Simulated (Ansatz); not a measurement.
Method: Ansatz, DFT PBEsol, scalar-relativistic, plane waves, PAW.

Settings: cutoff 420 eV, Γ-centred mesh 18×18×14 on the computed 2-atom cell, Gaussian smearing of 0.10 eV; no spin polarisation.

Structure with the computed forces (eV/Å) in the last three columns:

```xyz
2
Lattice="2.9648 0.0000 0.0000 -1.4824 2.5676 0.0000 0.0000 0.0000 3.0615" Properties=species:S:1:pos:R:3:forces:R:3 pbc="T T T" pressure_GPa=4.42
W     0.0000    0.0000    0.2705    0.0000    0.0000   -4.9420
C     1.4824    0.8559    1.2602    0.0000    0.0000    4.9420
```

Stress tensor (GPa, compression positive):

```
 11.72   0.00   0.00
  0.00  11.72   0.00
  0.00   0.00 -10.19
```

Spin–orbit coupling is left out, which can shift energies with elements as heavy as these.